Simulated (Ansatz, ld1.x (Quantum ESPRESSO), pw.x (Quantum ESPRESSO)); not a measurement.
# pw.x on fcc Te: one setting changed

Potential: norm-conserving Troullier–Martins (Kleinman–Bylander form), ld1.x (Quantum ESPRESSO) 7.5, PBE; core [Kr] 4d10, reference 5s2 5p4; waves: 5s (bound): rc 1.45 bohr; 5p (bound): rc 2.40 bohr; 5d channel at 0.25 Ry: rc 2.30 bohr; local part: all-electron potential smoothed inside 2.36 bohr (lloc = -1); core correction: none.

The reference run (k-mesh 12³, cutoffs 145/580 Ry, Fermi–Dirac 0.01 Ry, mixing_beta 0.4, conv_thr 1e-9, no spin) gives -0.33 GPa at 28.359 Å³/atom, where all-electron LAPW gives 0.13 GPa. This run, with its own iteration cap, changes input_dft to sla+noc, a wrong or extreme entry chosen on purpose.

```
&control
  calculation='scf', prefix='x', pseudo_dir='./', outdir='./tmp', tstress=.true., disk_io='none'
/
&system
  ibrav=0, nat=1, ntyp=1, ecutwfc=145, ecutrho=580, nbnd=10,
  occupations='smearing', smearing='fd', degauss=0.01, input_dft='sla+noc'
/
&electrons
  conv_thr=1e-09, mixing_beta=0.4, electron_maxstep=70
/
ATOMIC_SPECIES
Te 1.0 Te.UPF
CELL_PARAMETERS angstrom
  0.00000000 2.42039904 2.42039904
  2.42039904 0.00000000 2.42039904
  2.42039904 2.42039904 0.00000000
ATOMIC_POSITIONS crystal
Te 0.0000 0.0000 0.0000
K_POINTS automatic
12 12 12 0 0 0
```

```bash
pw.x < Te.scf.in > Te.scf.out
```

**Question.** How does the run end?

**Answer.** It converges in 7 iterations; the free energy moves by +7.79 eV/atom and the pressure by +2.04 GPa. The functional is no longer that of the file, so the result is not meaningful.

```
Exchange-correlation= SLA+NOC
     Message from routine setup:
     using ibrav=0 with symmetry is DISCOURAGED, use correct ibrav instead
     lattice parameter (alat)  =       6.4685  a.u.
     unit-cell volume          =     191.3760 (a.u.)^3
     number of electrons       =         6.00
     number of Kohn-Sham states=           10
     kinetic-energy cutoff     =     145.0000  Ry
     charge density cutoff     =     580.0000  Ry
     scf convergence threshold =      1.0E-09
     Exchange-correlation= SLA+NOC
     number of k points=    72  Fermi-Dirac smearing, width (Ry)=  0.0100
     iteration #  1     ecut=   145.00 Ry     beta= 0.40
     total energy              =     -15.75768913 Ry
     estimated scf accuracy    <       0.00446150 Ry
     iteration #  2     ecut=   145.00 Ry     beta= 0.40
     total energy              =     -15.75740587 Ry
     estimated scf accuracy    <       0.00102155 Ry
     iteration #  3     ecut=   145.00 Ry     beta= 0.40
     total energy              =     -15.75751888 Ry
     estimated scf accuracy    <       0.00001132 Ry
     iteration #  4     ecut=   145.00 Ry     beta= 0.40
     c_bands:  1 eigenvalues not converged
     total energy              =     -15.75752216 Ry
     estimated scf accuracy    <       0.00000006 Ry
     iteration #  5     ecut=   145.00 Ry     beta= 0.40
     total energy              =     -15.75752225 Ry
     estimated scf accuracy    <       0.00000002 Ry
     iteration #  6     ecut=   145.00 Ry     beta= 0.40
     total energy              =     -15.75752225 Ry
     estimated scf accuracy    <          4.5E-09 Ry
     iteration #  7     ecut=   145.00 Ry     beta= 0.40
     the Fermi energy is     9.3696 ev
!    total energy              =     -15.75752225 Ry
     estimated scf accuracy    <          8.4E-10 Ry
     smearing contrib. (-TS)   =      -0.00425004 Ry
     The total energy is F=E-TS. E is the sum of the following terms:
     one-electron contribution =       4.85666000 Ry
     hartree contribution      =       0.42613577 Ry
     xc contribution           =      -2.99289380 Ry
     ewald contribution        =     -18.04317417 Ry
     convergence has been achieved in   7 iterations
          total   stress  (Ry/bohr**3)                   (kbar)     P=       17.20
     Message from routine punch:
     Nothing written, as per user request (disk_io='none')
```

The run took about 44 s on one core of a shared host (Neoverse-V2, 96 threads, 742 GiB, load 34).
